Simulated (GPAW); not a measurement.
# GaP (F-43m) in GPAW: convergence with smearing function

Aim: find how far smearing function must go before the results for GaP settle, at PBE. This setting moves, with any that are tied to it; all else stays.

All numbers are computed with GPAW 26.7.0; they aren't measurements. Logs are shortened: lines on timing, memory, paths and dates and some standing lists are left out, and cuts for length are marked. The log counts tension as positive stress, the text compression.

### 1 Starting point

Symmetry: F-43m, No. 216, cubic system. Conventional cell: a = 5.451 Å, b = 5.451 Å, c = 5.451 Å, α = 90.00°, β = 90.00°, γ = 90.00°. Ga (site symmetry -43m) is surrounded by 4 P at 2.36 Å. P (site symmetry -43m) has 4 Ga at 2.36 Å as nearest neighbours.

### 2 With smearing function fermi-dirac

File run.py:

```python
from ase.dft.bandgap import bandgap
from ase.io import read, write
from ase.units import GPa
from gpaw import GPAW, PW

atoms = read('POSCAR')

calc = GPAW(mode=PW(600),
            xc='PBE',
            kpts={'size': (8, 8, 8), 'gamma': True},
            occupations={'name': 'fermi-dirac', 'width': 0.1},
            nbands=11,
            convergence={'density': 1e-05, 'energy': 1e-05},
            maxiter=100,
            txt='gpaw.txt')
atoms.calc = calc
energy = atoms.get_potential_energy()
forces = atoms.get_forces()
stress = atoms.get_stress()
calc.write('gs.gpw')
write('result.traj', atoms)
print(f'Energy: {energy:.6f} eV')
print('Forces (eV/A):')
print(forces.round(4))
print('Stress (GPa):', (stress / GPa).round(3))
print('Fermi level:', round(calc.get_fermi_level(), 4), 'eV')
print(f'Gap: {bandgap(calc)[0]:.4f} eV, direct: {bandgap(calc, direct=True)[0]:.4f} eV')
```

File POSCAR:

```
GaP
1.0
    0.0000000000      2.7252500000      2.7252500000
    2.7252500000      0.0000000000      2.7252500000
    2.7252500000      2.7252500000      0.0000000000
Ga P
1 1
Direct
    0.0000000000      0.0000000000      0.0000000000
    0.7500000000      0.7500000000      0.7500000000
```

Potentials or basis: GPAW PAW data sets (gpaw-data 1.2.1), pw.

On the command line:

```
OMP_NUM_THREADS=1 python run.py
```

It took 8.5 s on 1 thread of Arm Neoverse V2, shared host; peak memory 0.15 GiB.

It converged, with:

```yaml
Free_energy: -9.0376 eV
Pressure: 4.5 GPa
Band_gap_on_the_k_mesh: 1.67 eV, indirect (least direct gap 1.89 eV)
```

### 3 With smearing function gaussian

run.py: that of step 2 with these lines changed.

```diff
@@ -10,3 +10,3 @@
             kpts={'size': (8, 8, 8), 'gamma': True},
-            occupations={'name': 'fermi-dirac', 'width': 0.1},
+            occupations={'name': 'methfessel-paxton', 'order': 0, 'width': 0.1},
             nbands=11,
```

POSCAR is that of step 2.

Potentials or basis: GPAW PAW data sets (gpaw-data 1.2.1), pw.

On the command line:

```
OMP_NUM_THREADS=1 python run.py
```

It took 8.9 s on 1 thread of Arm Neoverse V2, shared host; peak memory 0.15 GiB.

The run converged. Its results:

| Item | Value |
| --- | --- |
| Free energy | -9.0376 eV |
| Pressure | 4.5 GPa |
| Band gap on the k mesh | 1.67 eV, indirect (least direct gap 1.89 eV) |

### 4 With smearing function marzari-vanderbilt

run.py: that of step 3 with these lines changed.

```diff
@@ -10,3 +10,3 @@
             kpts={'size': (8, 8, 8), 'gamma': True},
-            occupations={'name': 'methfessel-paxton', 'order': 0, 'width': 0.1},
+            occupations={'name': 'marzari-vanderbilt', 'width': 0.1},
             nbands=11,
```

POSCAR is that of step 3.

On the command line:

```
OMP_NUM_THREADS=1 python run.py
```

It took 8.5 s on 1 thread of Arm Neoverse V2, shared host; peak memory 0.15 GiB.

It converged, with:

```yaml
Free_energy: -9.0376 eV
Pressure: 4.5 GPa
Band_gap_on_the_k_mesh: 1.67 eV, indirect (least direct gap 1.89 eV)
```

### 5 With smearing function methfessel-paxton

run.py: that of step 4 with these lines changed.

```diff
@@ -10,3 +10,3 @@
             kpts={'size': (8, 8, 8), 'gamma': True},
-            occupations={'name': 'marzari-vanderbilt', 'width': 0.1},
+            occupations={'name': 'methfessel-paxton', 'width': 0.1, 'order': 1},
             nbands=11,
```

POSCAR is that of step 4.

On the command line:

```
OMP_NUM_THREADS=1 python run.py
```

Run time: 8.1 s. Hardware: 1 thread of Arm Neoverse V2, shared host; peak memory 0.15 GiB.

Results (log left out):

- Free energy: -9.0376 eV
- Pressure: 4.5 GPa
- Band gap on the k mesh: 1.67 eV, indirect (least direct gap 1.89 eV)

### 6 With smearing function tetrahedron-method

run.py: that of step 5 with these lines changed.

```diff
@@ -10,3 +10,3 @@
             kpts={'size': (8, 8, 8), 'gamma': True},
-            occupations={'name': 'methfessel-paxton', 'width': 0.1, 'order': 1},
+            occupations={'name': 'tetrahedron-method'},
             nbands=11,
```

POSCAR is that of step 5.

Potentials or basis: GPAW PAW data sets (gpaw-data 1.2.1), pw.

On the command line:

```
OMP_NUM_THREADS=1 python run.py
```

Wall time 8.2 s (1 thread of Arm Neoverse V2, shared host); peak memory 0.15 GiB.

It converged, with:

```
Free energy            : -9.0376 eV
Pressure               : 4.5 GPa
Band gap on the k mesh : 1.67 eV, indirect (least direct gap 1.89 eV)
```

### 7 With smearing function improved-tetrahedron-method

run.py: that of step 6 with these lines changed.

```diff
@@ -10,3 +10,3 @@
             kpts={'size': (8, 8, 8), 'gamma': True},
-            occupations={'name': 'tetrahedron-method'},
+            occupations={'name': 'improved-tetrahedron-method'},
             nbands=11,
```

POSCAR is that of step 6.

On the command line:

```
OMP_NUM_THREADS=1 python run.py
```

Wall time 8.4 s (1 thread of Arm Neoverse V2, shared host); peak memory 0.15 GiB.

The run converged. Its results:

* Free energy: -9.0376 eV
* Pressure: 4.5 GPa
* Band gap on the k mesh: 1.67 eV, indirect (least direct gap 1.89 eV)

### 8 With smearing function fixed

run.py: that of step 7 with these lines changed.

```diff
@@ -10,3 +10,3 @@
             kpts={'size': (8, 8, 8), 'gamma': True},
-            occupations={'name': 'improved-tetrahedron-method'},
+            occupations={'width': 0.0},
             nbands=11,
```

POSCAR is that of step 7.

Potentials or basis: GPAW PAW data sets (gpaw-data 1.2.1), pw.

On the command line:

```
OMP_NUM_THREADS=1 python run.py
```

gpaw.txt:

```text
__  _  _
 | _ |_)|_||  |
 |__||  | ||/\| - 26.7.0

Input parameters:
  mode=PW(ecut=600.0),
  convergence={'density': 1e-05, 'energy': 1e-05},
  kpts=MonkhorstPack(size=(8, 8, 8), gamma=True),
  maxiter=100,
  nbands=11,
  occupations=Occupations(width=0.0),
  xc=XC(name='PBE')

Diagonalizing LCAO Hamiltonian
Converting LCAO to pw mode

                    P

       Ga

Atoms  # Å, Bohr magnetons
|   | symbol |        x |        y |        z |    initial magnetic moments |
|---|--------|----------|----------|----------|-----------------------------|
| 0 |     Ga | 0.000000 | 0.000000 | 0.000000 | ( 0.0000,  0.0000,  0.0000) |
| 1 |      P | 4.087875 | 4.087875 | 4.087875 | ( 0.0000,  0.0000,  0.0000) |

Unit cell  # Å
| periodic |        x |        y |        z |  lengths |    angles |
|----------|----------|----------|----------|----------|-----------|
|      yes | 0.000000 | 2.725250 | 2.725250 | 3.854086 | 60.000000 |
|      yes | 2.725250 | 0.000000 | 2.725250 | 3.854086 | 60.000000 |
|      yes | 2.725250 | 2.725250 | 0.000000 | 3.854086 | 60.000000 |

Number of symmetries: 24
Symmetry operations  # r_c * U_cc + t_c -> r_c
|    | kind |            matrix            |
|----|------|------------------------------|
|  0 |  E   |  1, 0, 0,  0, 1, 0,  0, 0, 1 |
|  1 |  σ   |  1, 0, 0,  0, 0, 1,  0, 1, 0 |
|  2 |  σ   |  1, 0,-1,  0, 1,-1,  0, 0,-1 |
|  3 |  C3  |  1, 0,-1,  0, 0,-1,  0, 1,-1 |
|  4 |  C3  |  1,-1, 0,  0,-1, 1,  0,-1, 0 |
|  5 |  σ   |  1,-1, 0,  0,-1, 0,  0,-1, 1 |
|  6 |  σ   |  0, 1, 0,  1, 0, 0,  0, 0, 1 |
|  7 |  C3  |  0, 1, 0,  0, 0, 1,  1, 0, 0 |
|  8 |  C2  |  0, 1,-1,  1, 0,-1,  0, 0,-1 |
|  9 |  S4  |  0, 1,-1,  0, 0,-1,  1, 0,-1 |
| 10 |  C3  |  0, 0, 1,  1, 0, 0,  0, 1, 0 |
| 11 |  σ   |  0, 0, 1,  0, 1, 0,  1, 0, 0 |
| 12 |  S4  |  0, 0,-1,  1, 0,-1,  0, 1,-1 |
| 13 |  C3  |  0, 0,-1,  0, 1,-1,  1, 0,-1 |
| 14 |  S4  |  0,-1, 1,  1,-1, 0,  0,-1, 0 |
| 15 |  C2  |  0,-1, 1,  0,-1, 0,  1,-1, 0 |
| 16 |  C3  |  0,-1, 0,  1,-1, 0,  0,-1, 1 |
| 17 |  S4  |  0,-1, 0,  0,-1, 1,  1,-1, 0 |
[... 119 lines left out ...]
  Fourier metric: weight=20.0, sigma=0.015

occupation numbers:
  # Zero width

poisson solver:
  ecut: 4800.0  # eV

xc functional:
  name: PBE with 2 nearest neighbor stencil

convergence criteria:
- Maximum integral of absolute [dens]ity change: 1e-05 electrons / valence electron
- Maximum [total energy] change in last 3 cyles: 1e-05 eV / valence electron
- Maximum integral of absolute [eigenst]ate change: 4e-08 eV^2 / valence electron
maximum number of iterations: 100

SCF iterations
|iter     | |      energy | eigst |  dens |
|---------|-|-------------|-------|-------|
|iter:   1| |   -9.218766 | -0.28 |       |
|iter:   2| |   -9.184672 | -2.34 | -0.84 |
|iter:   3| |   -9.036027 | -1.89 | -0.87 |
|iter:   4| |   -9.037229 | -3.46 | -1.52 |
|iter:   5| |   -9.037524 | -4.34 | -2.05 |
|iter:   6| |   -9.037562 | -5.62 | -2.79 |
|iter:   7| |   -9.037562c| -7.21 | -3.80 |
|iter:   8| |   -9.037562c| -7.58c| -4.36 |
|iter:   9| |   -9.037562c| -8.64c| -5.35c|

Converged in 9 steps
Energy contributions relative to reference atoms: (reference = -62187.585188)

Energy contributions:
  Kinetic:          24.590039
  Coulomb:         -21.584473
  Zero:              0.014661
  External:          0.000000
  Xc:              -12.057789
  Entropy:           0.000000
  Spinorbit:         0.000000
  ----------------------------
  Free energy:      -9.037562
  Extrapolated:     -9.037562

dipole moment: (-10.829216, -10.829216, -10.829216)  # |e|*Ang

Fermi level: 5.788
Eigenvalues  # (at kpt = [0.000, 0.000, 0.000])
| band index |      eig [eV] | occ [0-2] |
|------------|---------------|-----------|
|          0 |        -7.509 |     2.000 |
|          1 |         4.954 |     2.000 |
|          2 |         4.954 |     2.000 |
|          3 |         4.954 |     2.000 |
|          4 |         6.848 |     0.000 |
|          5 |         8.885 |     0.000 |
|          6 |         8.885 |     0.000 |
|          7 |         8.885 |     0.000 |
|          8 |        13.831 |     0.000 |
|          9 |        14.653 |     0.000 |
|         10 |        14.653 |     0.000 |

Gap: 1.668 eV
Transition (v -> c):
  (s=0, k=0, n=3, [0.00, 0.00, 0.00]) -> (s=0, k=24, n=4, [0.50, 0.50, 0.00])
Direct/indirect transitions are different
Direct gap: 1.895 eV
Transition at: (s=0, k=0, n=3, [0.00, 0.00, 0.00])

Forces  # eV/Ang
|        x |        y |        z |
|----------|----------|----------|
| -0.00000 | -0.00000 | -0.00000 |  # Ga   0
| -0.00000 | -0.00000 |  0.00000 |  # P    1

Stress tensor  # eV/Ang^3
|         x |         y |         z |
|-----------|-----------|-----------|
| -0.028378 |  0.000000 | -0.000000 |
|  0.000000 | -0.028378 |  0.000000 |
| -0.000000 |  0.000000 | -0.028378 |

# Writing to gs.gpw (mode='')
```

It took 8.7 s on 1 thread of Arm Neoverse V2, shared host; peak memory 0.15 GiB.

Results:

```
Free energy            : -9.0376 eV
Pressure               : 4.5 GPa
Band gap on the k mesh : 1.67 eV, indirect (least direct gap 1.89 eV)
```

### 9 Result

| smearing function | energy less the tightest run, at zero smearing (meV/atom) | SCF cycles | CPU time (s) | peak memory (GiB) |
| --- | --- | --- | --- | --- |
| fermi-dirac | 0.00 | 9 | 8.5 | 0.15 |
| gaussian | 0.00 | 9 | 8.9 | 0.15 |
| marzari-vanderbilt | 0.00 | 9 | 8.5 | 0.15 |
| methfessel-paxton | 0.00 | 9 | 8.1 | 0.15 |
| tetrahedron-method | 0.00 | 9 | 8.2 | 0.15 |
| improved-tetrahedron-method | 0.00 | 9 | 8.4 | 0.15 |
| fixed | 0.00 | 9 | 8.7 | 0.15 |

Against the tightest run, the energy stays within 1 meV/atom from fermi-dirac on. The tightest run that finished is the yardstick and may itself not be fully converged.
